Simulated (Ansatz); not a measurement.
## BN, space group P1: a Berry-phase polarisation, step by step

With the Ansatz DFT code, driven from Python.

The cells in order, each with its output:

**Cell 1**
```python
import warnings

import ansatz
import numpy as np
```

**Cell 2**
```python
warnings.simplefilter("ignore", ansatz.DeckWarning)
```

**Cell 3**
```python
vectors = np.array([
    [2.508041, 0.0, 0.0],
    [-1.246711, 2.176231, 0.0],
    [-0.630665, -1.088116, 3.02254],
])
xtal = (
    ansatz.Lattice.of(vectors)
    .atom("B", (0.979643, 0.983499, 0.001806))
    .atom("N", (0.668506, 0.332385, 0.984999))
)
```

**Cell 4**
```python
def polarisation(structure):
    return (
        structure.calculation()
        .functional(ansatz.Functional.LDA)
        .kpoints(8, 8, 6, center="gamma")  # the mesh must be finer for metals
        .occupations("fixed")  # no smearing
        .polarization(string_points=10)
        .run()
        .polarization()
    )
```

**Cell 5**
```python
vectors = np.array(xtal.lattice.vectors)
shifted = xtal.move(0, to=np.array(xtal.sites[0].position) + 0.03 * np.linalg.inv(vectors)[0])
before, after = polarisation(xtal), polarisation(shifted)
for label, p in (("as typed", before), ("shifted", after)):
    print(label, "reduced polarisation:", [round(axis.reduced, 4) for axis in p.axes], "modulo", p.modulus)
# take the change on the nearest branch, then turn it into a dipole per cell
change = np.array([b.reduced - a.reduced for a, b in zip(before.axes, after.axes)])
change -= before.modulus * np.round(change / before.modulus)
dipole = change @ vectors
print("dipole change (e A):", np.round(dipole, 4) + 0.0)
print("column of the Born charge of", xtal.sites[0].symbol, "for a shift along x:", np.round(dipole / 0.03, 2) + 0.0)
```
Output:
```text
as typed reduced polarisation: [6.9287, 3.941, 5.0149] modulo 1
shifted reduced polarisation: [6.9581, 3.9395, 5.015] modulo 1
dipole change (e A): [ 0.0757 -0.0034  0.0005]
column of the Born charge of B for a shift along x: [ 2.52 -0.11  0.02]
```

The structure comes from a database of computed cells and needn't be a stable or known phase. Polarisation is defined up to a quantum, so only the change along a continuous path has meaning. Run time: 12 s on 1 thread of AMD EPYC 9R45 96-Core Processor (Zen 5) (shared host), peak memory 0.42 GiB.

(Lines on the test bed's own set-up are left out of the output.)
